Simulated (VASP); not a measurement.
# Se (P3_121) in VASP: notebook

Runs on Se. Level: PBE. Tasks: single point.

All numbers are computed with VASP 6.6.1; they aren't measurements. Logs are shortened: lines on timing, memory, paths and dates and some standing lists are left out, and cuts for length are marked.

## (1) Starting point

The structure is trigonal, space group P3_121 (No. 152). Conventional cell: a = 4.366 Å, b = 4.366 Å, c = 4.954 Å, α = 90.00°, β = 90.00°, γ = 120.00°. Around Se (site symmetry 2) lie 2 Se at 2.37 Å.

## (2) Single point, PBE, spin-orbit coupling, no magnetisation

File INCAR:

```
SYSTEM = Se
PREC     = Accurate       ! precision mode
ENCUT    = 400            ! plane-wave cutoff, eV
EDIFF    = 1E-7           ! SCF threshold, eV
ISMEAR   = 0              ! smearing method
SIGMA    = 0.02           ! smearing width, eV
LREAL    = .FALSE.        ! projectors in reciprocal space
LASPH    = .TRUE.         ! aspherical terms in the spheres
NELM     = 100            ! most SCF steps
ALGO     = Normal         ! electronic algorithm
ISIF     = 2              ! what is computed and relaxed
LWAVE    = .FALSE.        ! write WAVECAR
LCHARG   = .FALSE.        ! write CHGCAR
LNONCOLLINEAR= .TRUE.         ! non-collinear magnetism
MAGMOM   = 0 0 0 0 0 0 0 0 0 ! initial moments
LORBIT   = 11             ! projections on sites
LSORBIT  = .TRUE.         ! spin-orbit coupling
GGA_COMPAT= .FALSE.      
GGA      = PE             ! functional
NBANDS   = 34             ! bands
```

File KPOINTS:

```
regular mesh
0
G
  3 3 2
  0 0 0
```

File POSCAR:

```
Se
1.0
    4.3662000000      0.0000000000      0.0000000000
   -2.1831000000      3.7812401180      0.0000000000
    0.0000000000      0.0000000000      4.9536000000
Se
3
Direct
    0.7746000000      0.7746000000      0.0000000000
    0.0000000000      0.2254000000      0.6666666667
    0.2254000000      0.0000000000      0.3333333333
```

Potentials or basis: VASP PAW PBE potentials, release 64 (Se).

Run with:

```sh
> cat potpaw_PBE.64/Se/POTCAR > POTCAR
> mpirun -np 1 vasp_ncl > vasp.out
```

OUTCAR:

```text
SYSTEM = Se
   PREC = Accurate
   ENCUT = 400
   EDIFF = 1E-7
   ISMEAR = 0
   LREAL = .FALSE.
   LASPH = .TRUE.
   NELM = 100
   ISIF = 2
   LNONCOLLINEAR = .TRUE.
   LORBIT = 11
   LSORBIT = .TRUE.
   GGA = PE

 Found      8 irreducible k-points:

 Following reciprocal coordinates:
            Coordinates               Weight
  0.000000  0.000000  0.000000      1.000000
  0.333333  0.000000  0.000000      6.000000
  0.333333  0.333333  0.000000      1.000000
 -0.333333 -0.333333  0.000000      1.000000
  0.000000  0.000000  0.500000      1.000000
  0.333333  0.000000  0.500000      6.000000
   k-points           NKPTS =      8   k-points in BZ     NKDIM =      8   number of bands    NBANDS=     34
   number of dos      NEDOS =    301   number of ions     NIONS =      3
   total plane-waves  NPLWV =  25088
   dimension x,y,z NGX =    28 NGY =   28 NGZ =   32
   dimension x,y,z NGXF=    56 NGYF=   56 NGZF=   64
   ions per type =               3
   NGX,Y,Z   is equivalent  to a cutoff of  10.66, 10.66, 10.74 a.u.
   NGXF,Y,Z  is equivalent  to a cutoff of  21.32, 21.32, 21.48 a.u.
 SYSTEM =  Se
   PREC   = accura    normal or accurate (medium, high low for compatibility)
   ISTART =      0    job   : 0-new  1-cont  2-samecut
   ICHARG =      2    charge: 1-file 2-atom 10-const
   ISPIN  =      1    spin polarized calculation?
   LNONCOLLINEAR =      T non collinear calculations
   LSORBIT =      T    spin-orbit coupling
   LASPH  =      T    aspherical Exc in radial PAW
   ENCUT  =  400.0 eV  29.40 Ry    5.42 a.u.   7.12  7.12  8.08*2*pi/ulx,y,z
   NELM   =    100;   NELMIN=  2; NELMDL= -5     # of ELM steps
   EDIFF  = 0.1E-06   stopping-criterion for ELM
   LREAL  =      F    real-space projection
   EDIFFG = 0.1E-05   stopping-criterion for IOM
   NSW    =      0    number of steps for IOM
   IBRION =     -1    ionic relax: 0-MD 1-quasi-New 2-CG
   NFREE  =      0    steps in history (QN), initial steepest desc. (CG)
   ISIF   =      2    stress and relaxation
   ISYM   =      2    0-nonsym 1-usesym 2-fastsym
   POTIM  = 0.5000    time-step for ionic-motion
   TEBEG  =    0.0;   TEEND  =   0.0 temperature during run
   PSTRESS=    0.0 pullay stress
   NELECT =      18.0000    total number of electrons
   NUPDOWN=      -1.0000    fix difference up-down
   EMIN   =  10.00;   EMAX   =-10.00  energy-range for DOS
   EFERMI =   0.00;   METHOD = LEGACY
   ISMEAR =     0;   SIGMA  =   0.02  broadening in eV -4-tet -1-fermi 0-gaus
   EFERMI_NEDOS =   21; number of points for ismear=-14 and -15
   IALGO  =     38    algorithm
   IMIX   =      4    mixing-type and parameters
     AMIX     =   0.40;   BMIX     =  1.00
     AMIX_MAG =   1.60;   BMIX_MAG =  1.00
  volume/ion in A,a.u.               =      27.26       183.96
  Fermi-wavevector in a.u.,A,eV,Ry     =   0.988430  1.867862 13.292817  0.976995
  Thomas-Fermi vector in A             =   2.119956
   LORBIT       =     11    0 simple, 1 ext, 2 COOP (PROOUT), +10 PAW based schemes
   GGA     = PE    functional components
   LHFCALC =     F    Hartree Fock is set to
   AEXX    =    0.0000 exact exchange contribution
   IVDW    =     0    specifies the selected vdW correction
   LEPSILON=     F    determine dielectric tensor
   LRPA    =     F    only Hartree local field effects (RPA)
 Gauss-broadening in eV      SIGMA  =   0.02
  energy-cutoff  :      400.00
  volume of cell :       81.78
 maximum number of plane-waves:      3024
   NGX = 15   NGY = 15   NGZ = 17

 number of electron      18.0000000 magnetization       0.0000000      0.0000000     -0.0000000

 number of electron      18.0000000 magnetization       0.0000000      0.0000000      0.0000000

 number of electron      18.0000000 magnetization      -0.0000000     -0.0000000     -0.0000000

 Free energy of the ion-electron system (eV)
  ---------------------------------------------------
  ext. energy  EPLUGINS =         0.00000000
  ---------------------------------------------------
  free energy    TOTEN  =       -10.42940601 eV

  energy without entropy =      -10.42940601  energy(sigma->0) =      -10.42940601

 E-fermi :   2.7231     XC(G=0):  -8.8371

 val. band max:        2.5923901052   @ k =   0.3333   0.3333   0.5000
 cond. band min:       3.6896705020   @ k =   0.3333   0.3333   0.5000
 fundamental gap:      1.0972803968
 Fermi energy:         2.7230527792

 k-point     1 :       0.0000    0.0000    0.0000
  band No.  band energies     occupation
      1     -13.1749      1.00000
      2     -13.1749      1.00000
      3      -9.0458      1.00000
      4      -9.0458      1.00000
      5      -9.0445      1.00000
      6      -9.0445      1.00000
[... 22 lines left out ...]
     29       9.1665      0.00000
     30       9.1665      0.00000

 k-point     2 :       0.3333    0.0000    0.0000
  band No.  band energies     occupation
      1     -12.8333      1.00000
      2     -12.8331      1.00000
      3      -9.3886      1.00000
      4      -9.3862      1.00000
      5      -9.0142      1.00000
      6      -9.0129      1.00000
[... 124 lines left out ...]
 k-point     6 :       0.3333    0.0000    0.5000
  band No.  band energies     occupation
      1     -11.8028      1.00000
      2     -11.8023      1.00000
      3     -11.7023      1.00000
      4     -11.7018      1.00000
      5      -7.5850      1.00000
      6      -7.5845      1.00000
[... 22 lines left out ...]
     29      10.7305      0.00000
     30      10.7568      0.00000

 [... further k-points ...]

 [bands above 30 left out]

------------------------ aborting loop because EDIFF is reached ----------------------------------------

  FORCE on cell =-STRESS in cart. coord.  units (eV):
  Direction    XX          YY          ZZ          XY          YZ          ZX
  --------------------------------------------------------------------------------------
  -------------------------------------------------------------------------------------
  Total        1.3529738      1.3529738      2.3211260      0.0000000      0.0000000      0.0000000
  in kB       26.5058151     26.5058151     45.4726725      0.0000000      0.0000000      0.0000000
  external PRESSURE =      32.8281009 kB  Pullay stress =       0.0000000 kB

 VOLUME and BASIS-vectors are now :
 -----------------------------------------------------------------------------
  energy-cutoff  :      400.00
  volume of cell :       81.78
      direct lattice vectors                 reciprocal lattice vectors
     4.366200000  0.000000000  0.000000000     0.229032110  0.132231751  0.000000000
    -2.183100000  3.781240118  0.000000000     0.000000000  0.264463501  0.000000000
     0.000000000  0.000000000  4.953600000     0.000000000  0.000000000  0.201873385

 POSITION                                       TOTAL-FORCE (eV/Angst)
 -----------------------------------------------------------------------------------
      1.69103      2.92895      0.00000        -0.309494     -0.536060      0.000000
     -0.49207      0.85229      3.30240        -0.309494      0.536060      0.000000
      0.98414      0.00000      1.65120         0.618988     -0.000000     -0.000000
 -----------------------------------------------------------------------------------
    total drift:                               -0.000000     -0.000001      0.000000

  FREE ENERGIE OF THE ION-ELECTRON SYSTEM (eV)
  ---------------------------------------------------
  free  energy   TOTEN  =       -10.4294060126 eV

  energy  without entropy=      -10.4294060126  energy(sigma->0) =      -10.42940601

 Spin-Orbit-Coupling matrix elements

 Ion:    1  E_soc:     -0.0445052
 l=   1
     0.0000000    -0.0070536    -0.0076318
    -0.0070536     0.0000000    -0.0075649
    -0.0076318    -0.0075649     0.0000000
 l=   2
     0.0000000     0.0000014     0.0000000    -0.0000001     0.0000024
     0.0000014     0.0000000    -0.0000042    -0.0000004     0.0000011
     0.0000000    -0.0000042     0.0000000    -0.0000022     0.0000000
    -0.0000001    -0.0000004    -0.0000022     0.0000000    -0.0000003
     0.0000024     0.0000011     0.0000000    -0.0000003     0.0000000
 l=   3
     0.0000000     0.0000000     0.0000000     0.0000000     0.0000000     0.0000000     0.0000000
     0.0000000     0.0000000     0.0000000     0.0000000     0.0000000     0.0000000     0.0000000
     0.0000000     0.0000000     0.0000000     0.0000000     0.0000000     0.0000000     0.0000000
     0.0000000     0.0000000     0.0000000     0.0000000     0.0000000     0.0000000     0.0000000
     0.0000000     0.0000000     0.0000000     0.0000000     0.0000000     0.0000000     0.0000000
     0.0000000     0.0000000     0.0000000     0.0000000     0.0000000     0.0000000     0.0000000
     0.0000000     0.0000000     0.0000000     0.0000000     0.0000000     0.0000000     0.0000000

 Ion:    2  E_soc:     -0.0445052
 l=   1
     0.0000000    -0.0070536    -0.0076318
    -0.0070536     0.0000000    -0.0075649
    -0.0076318    -0.0075649     0.0000000
 l=   2
     0.0000000     0.0000014     0.0000000    -0.0000001     0.0000024
     0.0000014     0.0000000    -0.0000042    -0.0000004     0.0000011
     0.0000000    -0.0000042     0.0000000    -0.0000022     0.0000000
    -0.0000001    -0.0000004    -0.0000022     0.0000000    -0.0000003
     0.0000024     0.0000011     0.0000000    -0.0000003     0.0000000
 l=   3
     0.0000000     0.0000000     0.0000000     0.0000000     0.0000000     0.0000000     0.0000000
     0.0000000     0.0000000     0.0000000     0.0000000     0.0000000     0.0000000     0.0000000
     0.0000000     0.0000000     0.0000000     0.0000000     0.0000000     0.0000000     0.0000000
     0.0000000     0.0000000     0.0000000     0.0000000     0.0000000     0.0000000     0.0000000
     0.0000000     0.0000000     0.0000000     0.0000000     0.0000000     0.0000000     0.0000000
     0.0000000     0.0000000     0.0000000     0.0000000     0.0000000     0.0000000     0.0000000
     0.0000000     0.0000000     0.0000000     0.0000000     0.0000000     0.0000000     0.0000000

 Ion:    3  E_soc:     -0.0445052
 l=   1
     0.0000000    -0.0078205    -0.0076318
    -0.0078205     0.0000000    -0.0067980
    -0.0076318    -0.0067980     0.0000000
 l=   2
     0.0000000    -0.0000013     0.0000000     0.0000018     0.0000024
    -0.0000013     0.0000000    -0.0000012    -0.0000004    -0.0000006
     0.0000000    -0.0000012     0.0000000    -0.0000052     0.0000000
     0.0000018    -0.0000004    -0.0000052     0.0000000     0.0000022
     0.0000024    -0.0000006     0.0000000     0.0000022     0.0000000
 l=   3
     0.0000000     0.0000000     0.0000000     0.0000000     0.0000000     0.0000000     0.0000000
     0.0000000     0.0000000     0.0000000     0.0000000     0.0000000     0.0000000     0.0000000
     0.0000000     0.0000000     0.0000000     0.0000000     0.0000000     0.0000000     0.0000000
     0.0000000     0.0000000     0.0000000     0.0000000     0.0000000     0.0000000     0.0000000
     0.0000000     0.0000000     0.0000000     0.0000000     0.0000000     0.0000000     0.0000000
     0.0000000     0.0000000     0.0000000     0.0000000     0.0000000     0.0000000     0.0000000
     0.0000000     0.0000000     0.0000000     0.0000000     0.0000000     0.0000000     0.0000000

 total charge

# of ion       s       p       d       tot
------------------------------------------
    1        1.511   2.188   0.058   3.757
    2        1.511   2.188   0.058   3.757
    3        1.511   2.188   0.058   3.757
--------------------------------------------------
tot          4.534   6.565   0.173  11.271

 magnetization (x)

# of ion       s       p       d       tot
------------------------------------------
    1        0.000  -0.000  -0.000  -0.000
    2        0.000  -0.000  -0.000  -0.000
    3       -0.000   0.000   0.000   0.000
--------------------------------------------------
tot          0.000   0.000  -0.000  -0.000

 magnetization (y)

# of ion       s       p       d       tot
------------------------------------------
    1        0.000  -0.000  -0.000  -0.000
    2       -0.000   0.000   0.000   0.000
    3        0.000   0.000   0.000   0.000
--------------------------------------------------
tot          0.000  -0.000   0.000   0.000

 magnetization (z)

# of ion       s       p       d       tot
------------------------------------------
    1        0.000   0.000   0.000   0.000
    2       -0.000   0.000   0.000  -0.000
    3        0.000  -0.000   0.000  -0.000
--------------------------------------------------
tot         -0.000  -0.000   0.000  -0.000
```

It took 51 s on 1 thread of Intel Xeon Platinum 8259CL at 2.50GHz (Skylake/Cascade Lake), shared host; peak memory 0.26 GiB.

The run converged, but some of its settings lie outside the range that counts as converged, so its numbers aren't taken as properties of the crystal.

What came out:

```
Free energy                                           : -10.4294 eV
Pressure                                              : 3.3 GPa
Largest force                                         : 0.619 eV/Å
Valence electrons inside the program's atomic spheres : Se 3.76
```

Caveat: the k mesh is coarse (spacing up to 0.63 Å⁻¹), so the values aren't converged.

## (3) Single point, PBE, spin-orbit coupling, no magnetisation

INCAR, as its differences from that of step 2:

```diff
@@ -2,3 +2,3 @@
 PREC     = Accurate       ! precision mode
-ENCUT    = 400            ! plane-wave cutoff, eV
+ENCUT    = 520            ! plane-wave cutoff, eV
 EDIFF    = 1E-7           ! SCF threshold, eV
```

KPOINTS is that of step 2.

POSCAR is that of step 2.

Potentials or basis: VASP PAW PBE potentials, release 64 (Se).

Run with:

```sh
> cat potpaw_PBE.64/Se/POTCAR > POTCAR
> mpirun -np 1 vasp_ncl > vasp.out
```

Wall time 73 s (1 thread of Intel Xeon Platinum 8259CL at 2.50GHz (Skylake/Cascade Lake), shared host); peak memory 0.36 GiB.

The run converged, but some of its settings lie outside the range that counts as converged, so its numbers aren't taken as properties of the crystal.

What came out:

- Free energy: -10.4304 eV
- Pressure: 3.3 GPa
- Largest force: 0.618 eV/Å
- Valence electrons inside the program's atomic spheres: Se 3.76

Caveat: the k mesh is coarse (spacing up to 0.63 Å⁻¹), so the values aren't converged.

(Part 1 of 2 ends here.)
